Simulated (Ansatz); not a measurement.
Here is an Ansatz 0.2.0 calculation.

input.yaml

```yaml
crystal:
  lattice:
    - [3.1967, 0.0, 0.0]
    - [-1.59835, 2.7684234083, 0.0]
    - [0.0, 0.0, 5.0578]
  atoms:
    - { symbol: Hf, position: [0.6666666667, 0.3333333333, 0.75] }
    - { symbol: Hf, position: [0.3333333333, 0.6666666667, 0.25] }
hamiltonian:
  xc: pbe
  pseudopotentials: { kind: paw }
kpoints:
  mp_grid: { grid: [10, 10, 5] }
scf:
  occupations: { method: fermi_dirac, width: 0.05 }
output:
  forces: true
  stress: true
  eigenvalues: true
  write_density: true
  write_potential: true
  elf: true
  volumetric_format: npy
relax:
  f_tol: 0.01
  max_steps: 40
  cell: { stress_tol: 0.05, p_target: 5.0 }
```

Potentials or basis: Ansatz PAW.

Launch:

```sh
$ ansatz run input.yaml --threads 2 --pin off --max-ram 5632MiB --backend cpu --events-out ev --progress --plain --runs-dir out
```

Question: What does it give for the relaxed volume?

Answer: 21.55 Å³/atom.

Question: Predict the band gap on the k mesh.

Answer: None (metal or under the smearing width).

Final structure:
```xyz
2
Lattice="3.1573 0.0000 0.0000 -1.5786 2.7343 0.0000 0.0000 0.0000 4.9914" Properties=species:S:1:pos:R:3 pbc="T T T"
Hf    1.5786    0.9114    3.7436
Hf    0.0000    1.8229    1.2479
```

 The run has no spin-orbit coupling, so splittings on Hf are missing.
